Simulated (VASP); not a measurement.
# ZnS (F-43m) in VASP: a series of runs, part 2 of 2

VASP 6.6.1. Earlier steps stand in the parts before.

### 3 Relaxation of cell and atoms, PBEsol

This run uses another cell than the first one, of 19.26 Å³/atom, 0.976 times its volume.

INCAR

```
SYSTEM = ZnS
ALGO = Normal
EDIFF = 1E-7
EDIFFG = -0.005
ENCUT = 600
GGA = PS
IBRION = 2
ISIF = 3
ISMEAR = 0
LASPH = .True.
LCHARG = .False.
LREAL = .False.
LWAVE = .False.
NELM = 80
NSW = 90
PREC = Accurate
SIGMA = 0.03
```

KPOINTS

```
k-points
0
Gamma
  10 10 10
  0 0 0
```

POSCAR

```
ZnS                                     
1.0
    0.0000000000      2.6803336976      2.6803336976
    2.6803336976      0.0000000000      2.6803336976
    2.6803336976      2.6803336976     -0.0000000000
  Zn              S             
     1     1
Direct
     0.0000000000000000    0.0000000000000000    0.0000000000000000
     0.2500000000000000    0.2500000000000000    0.2500000000000000
```

Potentials or basis: VASP PAW PBE potentials, release 64 (Zn, S).

Launch:

```sh
$ cat potpaw_PBE.64/Zn/POTCAR potpaw_PBE.64/S/POTCAR > POTCAR
$ mpirun -np 1 vasp_std > vasp.out
```

OUTCAR:

```text
SYSTEM = ZnS
   EDIFF = 1E-7
   EDIFFG = -0.005
   ENCUT = 600
   GGA = PS
   IBRION = 2
   ISIF = 3
   ISMEAR = 0
   LASPH = .True.
   LREAL = .False.
   NELM = 80
   NSW = 90
   PREC = Accurate

 ion  position               nearest neighbor table
   1  0.000  0.000  0.000-   2 2.32   2 2.32   2 2.32   2 2.32
   2  0.250  0.250  0.250-   1 2.32   1 2.32   1 2.32   1 2.32

  LATTYP: Found a face centered cubic cell.
 ALAT       =     5.3606673952

  Lattice vectors:

 A1 = (   0.0000000000,   2.6803336976,   2.6803336976)
 A2 = (   2.6803336976,   0.0000000000,   2.6803336976)
 A3 = (   2.6803336976,   2.6803336976,   0.0000000000)

Analysis of symmetry for initial positions (statically):
=====================================================================
 Subroutine PRICEL returns:
 Original cell was already a primitive cell.

 Routine SETGRP: Setting up the symmetry group for a
 face centered cubic supercell.

 Subroutine GETGRP returns: Found 24 space group operations
 (whereof 24 operations were pure point group operations)
 out of a pool of 48 trial point group operations.

The static configuration has the point symmetry T_d .

Analysis of symmetry for dynamics (positions and initial velocities):
=====================================================================
 Subroutine PRICEL returns:
 Original cell was already a primitive cell.

 Routine SETGRP: Setting up the symmetry group for a
 face centered cubic supercell.

 Subroutine GETGRP returns: Found 24 space group operations
 (whereof 24 operations were pure point group operations)
 out of a pool of 48 trial point group operations.

The dynamic configuration has the point symmetry T_d .

 Subroutine INISYM returns: Found 24 space group operations
 (whereof 24 operations are pure point group operations),
 and found     1 'primitive' translations

----------------------------------------------------------------------------------------

                                     Primitive cell

  volume of cell :      38.5120

  direct lattice vectors                    reciprocal lattice vectors
     0.000000000  2.680333698  2.680333698    -0.186543937  0.186543937  0.186543937
     2.680333698  0.000000000  2.680333698     0.186543937 -0.186543937  0.186543937
     2.680333698  2.680333698  0.000000000     0.186543937  0.186543937 -0.186543937

  length of vectors
     3.790564267  3.790564267  3.790564267     0.323103576  0.323103576  0.323103576

  position of ions in fractional coordinates (direct lattice)
     0.000000000  0.000000000  0.000000000
     0.250000000  0.250000000  0.250000000

  ion indices of the primitive-cell ions
   primitive index   ion index
                 1           1
                 2           2

----------------------------------------------------------------------------------------

 KPOINTS: k-points

Automatic generation of k-mesh.
 Grid dimensions read from file:
 generate k-points for:   10   10   10

 Generating k-lattice:

  Cartesian coordinates                     Fractional coordinates (reciprocal lattice)
    -0.018654394  0.018654394  0.018654394     0.100000000  0.000000000  0.000000000
     0.018654394 -0.018654394  0.018654394     0.000000000  0.100000000  0.000000000
[... 43 lines left out ...]
   dimension x,y,z NGX =    30 NGY =   30 NGZ =   30
   dimension x,y,z NGXF=    60 NGYF=   60 NGZF=   60
   ions per type =               1   1
   NGX,Y,Z   is equivalent  to a cutoff of  13.16, 13.16, 13.16 a.u.
   NGXF,Y,Z  is equivalent  to a cutoff of  26.31, 26.31, 26.31 a.u.
 SYSTEM =  ZnS
   PREC   = accura    normal or accurate (medium, high low for compatibility)
   ISTART =      0    job   : 0-new  1-cont  2-samecut
   ICHARG =      2    charge: 1-file 2-atom 10-const
   ISPIN  =      1    spin polarized calculation?
   LNONCOLLINEAR =      F non collinear calculations
   LSORBIT =      F    spin-orbit coupling
   LASPH  =      T    aspherical Exc in radial PAW
   ENCUT  =  600.0 eV  44.10 Ry    6.64 a.u.   7.57  7.57  7.57*2*pi/ulx,y,z
   NELM   =     80;   NELMIN=  2; NELMDL= -5     # of ELM steps
   EDIFF  = 0.1E-06   stopping-criterion for ELM
   LREAL  =      F    real-space projection
   EDIFFG = -.5E-02   stopping-criterion for IOM
   NSW    =     90    number of steps for IOM
   IBRION =      2    ionic relax: 0-MD 1-quasi-New 2-CG
   NFREE  =      1    steps in history (QN), initial steepest desc. (CG)
   ISIF   =      3    stress and relaxation
   ISYM   =      2    0-nonsym 1-usesym 2-fastsym
   POTIM  = 0.5000    time-step for ionic-motion
   TEBEG  =    0.0;   TEEND  =   0.0 temperature during run
   PSTRESS=    0.0 pullay stress
   NELECT =      18.0000    total number of electrons
   NUPDOWN=      -1.0000    fix difference up-down
   EMIN   =  10.00;   EMAX   =-10.00  energy-range for DOS
   EFERMI =   0.00;   METHOD = LEGACY
   ISMEAR =     0;   SIGMA  =   0.03  broadening in eV -4-tet -1-fermi 0-gaus
   EFERMI_NEDOS =   21; number of points for ismear=-14 and -15
   IALGO  =     38    algorithm
   IMIX   =      4    mixing-type and parameters
     AMIX     =   0.40;   BMIX     =  1.00
     AMIX_MAG =   1.60;   BMIX_MAG =  1.00
  volume/ion in A,a.u.               =      19.26       129.95
  Fermi-wavevector in a.u.,A,eV,Ry     =   1.270477  2.400853 21.961324  1.614112
  Thomas-Fermi vector in A             =   2.403462
   LORBIT       =      0    0 simple, 1 ext, 2 COOP (PROOUT), +10 PAW based schemes
   GGA     = PS    functional components
   LHFCALC =     F    Hartree Fock is set to
   AEXX    =    0.0000 exact exchange contribution
   IVDW    =     0    specifies the selected vdW correction
   LEPSILON=     F    determine dielectric tensor
   LRPA    =     F    only Hartree local field effects (RPA)
 conjugate gradient relaxation of ions
 non-spin polarized calculation
 Gauss-broadening in eV      SIGMA  =   0.03
  energy-cutoff  :      600.00
  volume of cell :       38.51
 maximum number of plane-waves:      1307
   NGX = 15   NGY = 15   NGZ = 15

 number of electron      18.0000011 magnetization

 Free energy of the ion-electron system (eV)
  ---------------------------------------------------
  ext. energy  EPLUGINS =         0.00000000
  ---------------------------------------------------
  free energy    TOTEN  =        -7.58912789 eV

  energy without entropy =       -7.58912789  energy(sigma->0) =       -7.58912789

 E-fermi :   2.4427     XC(G=0):  -9.9635

 val. band max:        2.2413062579   @ k =   0.0000   0.0000   0.0000
 cond. band min:       4.3243283290   @ k =   0.0000   0.0000   0.0000
 fundamental gap:      2.0830220711
 Fermi energy:         2.4427431694

 k-point     1 :       0.0000    0.0000    0.0000
  band No.  band energies     occupation
      1     -11.0859      2.00000
      2      -4.2313      2.00000
      3      -4.2313      2.00000
      4      -4.2313      2.00000
      5      -3.7031      2.00000
      6      -3.7031      2.00000
      7       2.2413      2.00000
      8       2.2413      2.00000
      9       2.2413      2.00000
     10       4.3243      0.00000
     11       8.5318      0.00000
     12       8.5319      0.00000
     13       8.5319      0.00000
[... 354 lines left out ...]
  band No.  band energies     occupation
      1     -10.0633      2.00000
      2      -4.2755      2.00000
      3      -3.9723      2.00000
      4      -3.9643      2.00000
      5      -3.6828      2.00000
      6      -3.6419      2.00000
      7      -1.6142      2.00000
      8       0.1473      2.00000
      9       0.3704      2.00000
     10       6.1192      0.00000
     11       6.8705      0.00000
     12      10.9830      0.00000
     13      11.9665      0.00000

 [... further k-points ...]

------------------------ aborting loop because EDIFF is reached ----------------------------------------

  FORCE on cell =-STRESS in cart. coord.  units (eV):
  Direction    XX          YY          ZZ          XY          YZ          ZX
  --------------------------------------------------------------------------------------
  -------------------------------------------------------------------------------------
  Total        0.0043085      0.0043085      0.0043085      0.0000000      0.0000000      0.0000000
  in kB        0.1792401      0.1792401      0.1792401      0.0000000      0.0000000      0.0000000
  external PRESSURE =       0.1792401 kB  Pullay stress =       0.0000000 kB

 VOLUME and BASIS-vectors are now :
 -----------------------------------------------------------------------------
  energy-cutoff  :      600.00
  volume of cell :       38.51
      direct lattice vectors                 reciprocal lattice vectors
     0.000000000  2.680333698  2.680333698    -0.186543937  0.186543937  0.186543937
     2.680333698  0.000000000  2.680333698     0.186543937 -0.186543937  0.186543937
     2.680333698  2.680333698  0.000000000     0.186543937  0.186543937 -0.186543937

 POSITION                                       TOTAL-FORCE (eV/Angst)
 -----------------------------------------------------------------------------------
      0.00000      0.00000      0.00000        -0.000000      0.000000      0.000000
      1.34017      1.34017      1.34017         0.000000     -0.000000     -0.000000
 -----------------------------------------------------------------------------------
    total drift:                                0.000000      0.000000      0.000000

  FREE ENERGIE OF THE ION-ELECTRON SYSTEM (eV)
  ---------------------------------------------------
  free  energy   TOTEN  =        -7.5891278948 eV

  energy  without entropy=       -7.5891278948  energy(sigma->0) =       -7.58912789

 reached required accuracy - stopping structural energy minimisation
```

CONTCAR:

```text
ZnS
   1.00000000000000
     0.0000000000000000    2.6803336976000001    2.6803336976000001
     2.6803336976000001    0.0000000000000000    2.6803336976000001
     2.6803336976000001    2.6803336976000001    0.0000000000000000
  Zn              S
     1     1
Direct
     0.0000000000000000    0.0000000000000000    0.0000000000000000
     0.2500000000000000    0.2500000000000000    0.2500000000000000

  0.00000000E+00  0.00000000E+00  0.00000000E+00
  0.00000000E+00  0.00000000E+00  0.00000000E+00
```

It took 28 s on 1 thread of Intel Xeon Platinum 8259CL at 2.50GHz (Skylake/Cascade Lake), shared host; peak memory 0.18 GiB.

Results:

| Property | Result |
| --- | --- |
| Free energy | -7.5891 eV |
| Pressure after relaxing | 0.0 GPa |
| Band gap on the k mesh | 2.08 eV, direct |

Final structure:
```xyz
2
Lattice="0.0000 2.6803 2.6803 2.6803 0.0000 2.6803 2.6803 2.6803 0.0000" Properties=species:S:1:pos:R:3 pbc="T T T"
Zn    0.0000    0.0000    0.0000
S     1.3402    1.3402    1.3402
```

Caveat: the relaxation stopped at its first step, so nothing moved; the PAW data sets were made with another functional, which shifts forces and pressure a little.
